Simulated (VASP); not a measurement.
# A point defect in a supercell of CoSn

How easily does a point defect form in CoSn? The host is relaxed first, then a supercell is run with and without the defect. The start is a computed cell from the Materials Project.

Program: VASP 6.6.1. Level of theory: r2SCAN, spin-polarised from a ferromagnetic start; plane waves and PAW (Sn, Co), in the first sound run; inputs show where later runs differ. Results are calculated unless marked as measured.

Report form: the programs' logs are mostly left out.

### 1. The host crystal

Symmetry: P6/mmm, No. 191, hexagonal system. The conventional cell has a = 5.246 Å, b = 5.246 Å, c = 4.188 Å, α = 90.00°, β = 90.00°, γ = 120.00°. Sn has 6 Co at 2.62 Å nearest. Nearest to Sn lie 6 Co at 2.58 Å. Nearest to Co lie 6 Sn at 2.58 to 2.62 Å and 4 Co at 2.62 Å. Farther neighbours are not listed.

As a file:

```xyz
6
Lattice="5.2460 0.0000 0.0000 -2.6230 4.5432 0.0000 0.0000 0.0000 4.1876" Properties=species:S:1:pos:R:3 pbc="T T T"
Sn    0.0000    0.0000    0.0000
Sn    0.0000    3.0288    2.0938
Sn    2.6230    1.5144    2.0938
Co    2.6230    0.0000    0.0000
Co    1.3115    2.2716    0.0000
Co   -1.3115    2.2716    0.0000
```

### 2. The host at zero pressure

The later steps need the crystal at this functional's own lattice; a raised cutoff keeps the stress reliable while the cell changes.

Contents of INCAR:

```
SYSTEM = CoSn
PREC = Accurate
ENCUT = 350
EDIFF = 1E-06
NELM = 120
ISMEAR = 1
SIGMA = 0.15
LREAL = .FALSE.
ALGO = Normal
METAGGA = R2SCAN
LASPH = .TRUE.
NBANDS = 32
ISPIN = 2
MAGMOM = 0 0 0 2 2 2
LMAXMIX = 4
LORBIT = 11
LWAVE = .FALSE.
LCHARG = .FALSE.
KPAR = 4
IBRION = 2
NSW = 40
ISIF = 3
EDIFFG = -0.02
POTIM = 0.4
```

Contents of POSCAR:

```
CoSn
1.0
    5.2460399276      0.0000000000      0.0000000000
   -2.6230199638      4.5432038466      0.0000000000
    0.0000000000      0.0000000000      4.1875903000
Sn Co
3 3
Direct
    0.0000000000      0.0000000000      0.0000000000
    0.3333333333      0.6666666667      0.5000000000
    0.6666666667      0.3333333333      0.5000000000
    0.5000000000      0.0000000000      0.0000000000
    0.5000000000      0.5000000000      0.0000000000
    0.0000000000      0.5000000000      0.0000000000
```

Contents of KPOINTS:

```
Automatic mesh
0
Gamma
5 5 6
0 0 0
```

The projector-augmented-wave data sets are Sn and Co (PBE family, release 64).

On the command line:

```sh
mpirun -np 4 vasp_std
```

Run time: 4.9 min. Hardware: 4 MPI ranks of Intel Xeon Platinum 8259CL at 2.50GHz (Skylake/Cascade Lake), shared host; peak memory 0.99 GiB.

The magnetic state follows from one typed start and may not be the lowest. The k-mesh is coarse for a metal. SCAN-type functionals tend to overstate the moments of itinerant magnets. The PAW data sets were made with PBE, which is usual practice but a small mismatch for other functionals. The data set Sn keeps the semicore shell frozen, which is cheaper and a little less accurate. The run keeps the 24 symmetry operations of its start, so it cannot find a distortion of lower symmetry.

Relaxation path:

| step | energy less that of the first step (eV) | largest force (eV/Å) | pressure (GPa) | volume (Å³) |
| --- | --- | --- | --- | --- |
| 1 | 0.0000 | 0.0000 | 1.65 | 99.81 |
| 2 | -0.0068 | 0.0000 | -1.44 | 101.79 |
| 3 | -0.0094 | 0.0000 | -0.43 | 101.08 |
| 4 | -0.0118 | 0.0000 | -0.03 | 100.84 |

```csv
"conventional cell, symmetrised",before,after,change
a (Å),5.246,5.242,-0.1 %
b (Å),5.246,5.242,-0.1 %
c (Å),4.188,4.238,+1.2 %
volume (Å³/atom),16.63,16.81,+1.0 %
```

The relaxed structure:

```xyz
6
Lattice="5.2419 0.0000 0.0000 -2.6210 4.5396 0.0000 0.0000 0.0000 4.2378" Properties=species:S:1:pos:R:3 pbc="T T T"
Sn    0.0000    0.0000    0.0000
Sn    0.0000    3.0264    2.1189
Sn    2.6210    1.5132    2.1189
Co    2.6210    0.0000    0.0000
Co    1.3105    2.2698    0.0000
Co   -1.3105    2.2698    0.0000
```

This step gave:

```yaml
electronic_cycles: 74
electrons: 39
free_energy_toten: -113.5707 eV
energy_at_zero_smearing: -113.5706 eV
fermi_energy: 8.061 eV
moment_of_the_cell_from_the_last_line_of_the_log: 2.059 μB
labelled_metallic_from_the_levels_on_this_mesh: yes
```

Spin moment in the PAW sphere by atom:

| atom | spin moment in the PAW sphere (μB) |
| --- | --- |
| Sn1 | -0.081 |
| Sn2 | -0.063 |
| Sn3 | -0.063 |
| Co4 | 0.763 |
| Co5 | 0.763 |
| Co6 | 0.763 |

The run ended after 4 ionic steps, 0.012 eV below its first step, once forces and stress met EDIFFG = -0.02.

### 3. The perfect supercell

System of this step: CoSn. Symmetry: P6/mmm, No. 191, hexagonal system. The conventional cell has a = 5.242 Å, b = 5.242 Å, c = 4.238 Å, α = 90.00°, β = 90.00°, γ = 120.00°. Sn has 6 Co at 2.62 Å nearest. Nearest to Sn lie 6 Co at 2.60 Å. Nearest to Co lie 6 Sn at 2.60 to 2.62 Å and 4 Co at 2.62 Å. Nearest to Co lie 6 Sn at 2.60 to 2.62 Å and 4 Co at 2.62 Å. Farther neighbours are not listed.

The same cell, mesh and cutoff without the defect give the energy to subtract and, in a gapped host, the band edges to count from, so that most errors cancel.

Contents of INCAR:

```
SYSTEM = CoSn
PREC = Normal
ENCUT = 300
EDIFF = 1E-05
NELM = 120
ISMEAR = 1
SIGMA = 0.2
LREAL = Auto
ALGO = Normal
METAGGA = R2SCAN
LASPH = .TRUE.
NBANDS = 128
ISPIN = 2
MAGMOM = 0 0 0 0 0 0 0 0 0 0 0 0 2 2 2 2 2 2 2 2 2 2 2 2
LMAXMIX = 4
LORBIT = 11
LWAVE = .FALSE.
LCHARG = .FALSE.
KPAR = 4
```

Contents of POSCAR:

```
CoSn
1.0
   -7.8628610376      4.5396249366      4.2378212794
    7.8628610376     -4.5396249366      4.2378212794
    2.6209536792      4.5396249366     -4.2378212794
Sn Co
12 12
Direct
    0.0000000000      0.0000000000      0.0000000000
    0.5000000000      0.5000000000      0.0000000000
    0.5000000000      0.0000000000      0.5000000000
    0.0000000000      0.5000000000      0.5000000000
    0.5833333333      0.4166666667      0.5000000000
    0.0833333334      0.9166666666      0.5000000000
    0.0833333334      0.4166666667      0.0000000000
    0.5833333333      0.9166666666      0.0000000000
    0.4166666666      0.5833333333      0.5000000000
    0.9166666666      0.0833333334      0.5000000000
    0.9166666666      0.5833333333      0.0000000000
    0.4166666666      0.0833333333      0.0000000000
    0.0000000000      0.2500000000      0.2500000000
    0.5000000000      0.7500000000      0.2500000000
    0.5000000000      0.2500000000      0.7500000000
    0.0000000000      0.7500000000      0.7500000000
    0.2500000000      0.2500000000      0.5000000000
    0.7500000000      0.7500000000      0.5000000000
    0.7500000000      0.2500000000      0.0000000000
    0.2500000000      0.7500000000      0.0000000000
    0.2500000000      0.0000000000      0.2500000000
    0.7500000000      0.5000000000      0.2500000000
    0.7500000000      0.0000000000      0.7500000000
    0.2500000000      0.5000000000      0.7500000000
```

Contents of KPOINTS:

```
Automatic mesh
0
Gamma
4 4 4
0 0 0
```

On the command line:

```sh
mpirun -np 4 vasp_std
```

Elapsed: 17 min, on 4 MPI ranks; peak memory 2.6 GiB; 67 min of CPU time.

Numbers from this step:

- electronic cycles: 27
- electrons: 156
- free energy (TOTEN): -454.3007 eV
- energy at zero smearing: -454.2862 eV
- Fermi energy: 8.031 eV
- moment of the cell, from the last line of the log: 7.165 μB

Spin moment in the PAW sphere by atom:

```
atom  spin moment in the PAW sphere (μB)
 Sn1                              -0.100
 Sn2                              -0.100
 Sn3                              -0.100
 Sn4                              -0.100
 Sn5                              -0.051
 Sn6                              -0.051
 Sn7                              -0.051
 Sn8                              -0.051
 Sn9                              -0.051
Sn10                              -0.051
Sn11                              -0.051
Sn12                              -0.051
Co13                               0.677
Co14                               0.677
Co15                               0.677
Co16                               0.677
Co17                               0.667
Co18                               0.667
Co19                               0.667
Co20                               0.667
Co21                               0.677
Co22                               0.677
Co23                               0.677
Co24                               0.677
```

The host is treated as a metal, as its relaxation found a gap under 0.3 eV or none, and only the neutral defect is run.

### 4. Reference Sn

This step: r2SCAN; plane waves and PAW (Sn) (VASP 6.6.1).

System of this step: Sn. The structure is tetragonal, space group I4_1/amd (No. 141). The conventional cell has a = 5.820 Å, b = 5.820 Å, c = 3.178 Å, α = 90.00°, β = 90.00°, γ = 90.00°. Nearest to Sn lie 6 Sn at 3.02 to 3.18 Å.

Sn is not exchanged here; its energy serves the host's formation enthalpy.

Contents of INCAR:

```
SYSTEM = Sn
PREC = Normal
ENCUT = 300
EDIFF = 1E-05
NELM = 120
ISMEAR = 1
SIGMA = 0.1
LREAL = Auto
ALGO = Normal
METAGGA = R2SCAN
LASPH = .TRUE.
NBANDS = 10
LORBIT = 11
LWAVE = .FALSE.
LCHARG = .FALSE.
KPAR = 4
IBRION = 2
NSW = 25
ISIF = 3
EDIFFG = -0.02
POTIM = 0.4
```

Contents of POSCAR:

```
Sn
1.0
   -2.9100000000      2.9100000000      1.5888600000
    2.9100000000     -2.9100000000      1.5888600000
    2.9100000000      2.9100000000     -1.5888600000
Sn
2
Direct
    0.0000000000      0.0000000000      0.0000000000
    0.2500000000      0.7500000000      0.5000000000
```

Contents of KPOINTS:

```
Automatic mesh
0
Gamma
10 10 10
0 0 0
```

Potentials, in the order of the species: Sn (PBE family, release 64).

On the command line:

```sh
mpirun -np 4 vasp_std
```

Run time: 90 s. Hardware: 4 MPI ranks; peak memory 0.57 GiB; 5.9 min of CPU time.

The run keeps the 16 symmetry operations of its start, so it cannot find a distortion of lower symmetry.

Relaxation path:

```
step  energy less that of the first step (eV)  largest force (eV/Å)  pressure (GPa)  volume (Å³)
   1                                   0.0000                0.0000            1.40        53.82
   2                                  -0.0063                0.0000           -0.25        55.29
   3                                  -0.0064                0.0000           -0.11        55.16
   4                                  -0.0072                0.0000           -0.12        55.14
   5                                  -0.0076                0.0000           -0.05        55.10
   6                                  -0.0080                0.0000           -0.11        55.12
   7                                  -0.0080                0.0000           -0.10        55.11
   8                                  -0.0081                0.0000           -0.11        55.12
   9                                  -0.0081                0.0000           -0.14        55.12
  10                                  -0.0081                0.0000           -0.14        55.12
  11                                  -0.0080                0.0000            0.15        54.91
  12                                  -0.0081                0.0000            0.03        55.05
```

| conventional cell, symmetrised | before | after | change |
| --- | --- | --- | --- |
| a (Å) | 5.820 | 5.906 | +1.5 % |
| b (Å) | 5.820 | 5.906 | +1.5 % |
| c (Å) | 3.178 | 3.157 | -0.7 % |
| volume (Å³/atom) | 26.91 | 27.53 | +2.3 % |

Final coordinates:

```xyz
2
Lattice="-2.9528 2.9528 1.5785 2.9528 -2.9528 1.5785 2.9528 2.9528 -1.5785" Properties=species:S:1:pos:R:3 pbc="T T T"
Sn    0.0000    0.0000    0.0000
Sn    2.9528    0.0000    0.7893
```

Numbers from this step:

- electronic cycles: 49
- electrons: 8
- free energy (TOTEN): -49.26 eV
- energy at zero smearing: -49.26 eV
- Fermi energy: 5.097 eV

The run ended after 12 ionic steps, 0.008 eV below its first step, once forces and stress met EDIFFG = -0.02.

Energy at zero smearing: -49.25781 eV.

### 5. The defect cell

This step: r2SCAN, spin-polarised from a ferromagnetic start; plane waves and PAW (Sn, Co) (VASP 6.6.1).

System of this step: Co11Sn12. The cell holds 23 atoms: 12 Sn and 11 Co. Its edges and angles: a = 10.020 Å, b = 10.020 Å, c = 6.741 Å, α = 105.4°, β = 105.4°, γ = 130.0°. It derives from CoSn. Nearest the centre at fractional (0.000, 0.250, 0.250): Sn9 at 2.60 Å, Sn7 at 2.60 Å, Sn10 at 2.60 Å, Sn8 at 2.60 Å, Co22 at 2.62 Å, Co16 at 2.62 Å, Co18 at 2.62 Å, Co23 at 2.62 Å.

The host is treated as a metal, since its gap is under 0.3 eV or closed. The run keeps 4 symmetry operations, which cuts the number of k-points but bars distortions that break them. The atoms relax at the host's fixed cell.

Contents of INCAR:

```
SYSTEM = Co11Sn12
PREC = Normal
ENCUT = 300
EDIFF = 1E-05
NELM = 120
ISMEAR = 1
SIGMA = 0.2
LREAL = Auto
ALGO = Normal
METAGGA = R2SCAN
LASPH = .TRUE.
NBANDS = 121
ISPIN = 2
MAGMOM = 0 0 0 0 0 0 0 0 0 0 0 0 2 2 2 2 2 2 2 2 2 2 2
LMAXMIX = 4
LORBIT = 11
LWAVE = .FALSE.
LCHARG = .TRUE.
KPAR = 4
IBRION = 2
NSW = 50
ISIF = 2
EDIFFG = -0.03
POTIM = 0.4
MAXMIX = 40
ISYM = 2
```

Contents of POSCAR:

```
Co11Sn12
1.0
   -7.8628610376      4.5396249366      4.2378212794
    7.8628610376     -4.5396249366      4.2378212794
    2.6209536792      4.5396249366     -4.2378212794
Sn Co
12 11
Direct
    0.0000000000      0.0000000000      0.0000000000
    0.5000000000      0.5000000000      0.0000000000
    0.5000000000      0.0000000000      0.5000000000
    0.0000000000      0.5000000000      0.5000000000
    0.5833333300      0.4166666700      0.5000000000
    0.0833333300      0.9166666700      0.5000000000
    0.0833333300      0.4166666700      0.0000000000
    0.5833333300      0.9166666700      0.0000000000
    0.4166666700      0.5833333300      0.5000000000
    0.9166666700      0.0833333300      0.5000000000
    0.9166666700      0.5833333300      0.0000000000
    0.4166666700      0.0833333300      0.0000000000
    0.5000000000      0.7500000000      0.2500000000
    0.5000000000      0.2500000000      0.7500000000
    0.0000000000      0.7500000000      0.7500000000
    0.2500000000      0.2500000000      0.5000000000
    0.7500000000      0.7500000000      0.5000000000
    0.7500000000      0.2500000000      0.0000000000
    0.2500000000      0.7500000000      0.0000000000
    0.2500000000      0.0000000000      0.2500000000
    0.7500000000      0.5000000000      0.2500000000
    0.7500000000      0.0000000000      0.7500000000
    0.2500000000      0.5000000000      0.7500000000
```

Contents of KPOINTS:

```
Automatic mesh
0
Gamma
4 4 4
0 0 0
```

PAW data sets: Sn and Co (PBE family, release 64).

On the command line:

```sh
mpirun -np 4 vasp_std
```

The job ended after 51 min (4 MPI ranks).

The run was stopped at its time limit, so it gives no result of its own.

### 6. Summary of results

```yaml
result: none
```

**Reading.** The session ends without its result: «relax the defect» met its time limit.

[Lines on the potential files, build, host, timing and source positions are cut from VASP's logs without a mark.]

[Logs are printed without paths, hosts, clocks, repeated set-up lines and the standing remarks that a program may print on its own settings, such as how far it seeks lower states.]

[Hosts, paths, dates, database ids (printed as entryN), source tags and the programs' standing remarks are cut or masked in the printed files.]

[In band tables of VASP the shares of atoms and orbitals are scaled to a sum of 1 inside the atoms' spheres.]

[Runs that stopped without an error message from VASP are left out.]
